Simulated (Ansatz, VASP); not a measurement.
This is a calculation of AlRu for Ansatz 0.2.0.

input.yaml

```yaml
crystal:
  lattice:
    - [2.9305298028, 0.0, 0.0]
    - [0.0, 2.9305298028, 0.0]
    - [0.0, 0.0, 2.9305298028]
  atoms:
    - { symbol: Ru, position: [0.5, 0.5, 0.5] }
    - { symbol: Al, position: [0.0, 0.0, 0.0] }
kpoints:
  mp_grid: { grid: [9, 9, 9] }
scf:
  occupations: { method: fermi_dirac, width: 0.05 }
hamiltonian:
  xc: lda
  pseudopotentials: { kind: all_electron, lapw: { basis_error: 0.001 } }
output:
  forces: true
  stress: true
  eigenvalues: true
```

Potentials or basis: all-electron LAPW, scalar-relativistic.

Run with:

```bash
$ ansatz run input.yaml --threads 1 --pin off --max-ram 3072MiB --backend cpu --events-out ev --progress --plain --runs-dir out
```

Q: Set up the same calculation for VASP 6.6.1. Potentials there: VASP PAW LDA potentials, release 64 (Ru_pv, Al).

A: As run (the cutoff follows the program's own potentials):

The input INCAR:

```
  PREC = Accurate
  ENCUT = 520
  EDIFF = 1E-7
  ISMEAR = -1
  SIGMA = 0.05
  LREAL = F
  LASPH = T
  NELM = 60
  ALGO = Normal
  ISIF = 2
  LWAVE = F
  LCHARG = F
  NBANDS = 16
```

File KPOINTS:

```
regular mesh
0
Gamma
  9 9 9
```

Contents of POSCAR:

```
AlRu
1.0
    2.9305298028      0.0000000000      0.0000000000
    0.0000000000      2.9305298028      0.0000000000
    0.0000000000      0.0000000000      2.9305298028
Ru Al
1 1
Direct
    0.5000000000      0.5000000000      0.5000000000
    0.0000000000      0.0000000000      0.0000000000
```

Potentials or basis: VASP PAW LDA potentials, release 64 (Ru_pv, Al).

Launch:

```bash
$ cat potpaw_LDA.64/Ru_pv/POTCAR potpaw_LDA.64/Al/POTCAR > POTCAR
$ mpirun -np 1 vasp_std > vasp.out
```

Both were run:

|  | VASP | Ansatz | Ansatz less VASP |
| --- | --- | --- | --- |
| gap on the k mesh at the Fermi level (eV) | none | none | - |
| pressure (GPa) | 6.4 | 5.7 | -0.72 |

A gap of «none» marks a metal or a gap that the smearing closes. Ansatz ran all-electron here, so the differences hold the error of VASP's frozen core and of both bases.
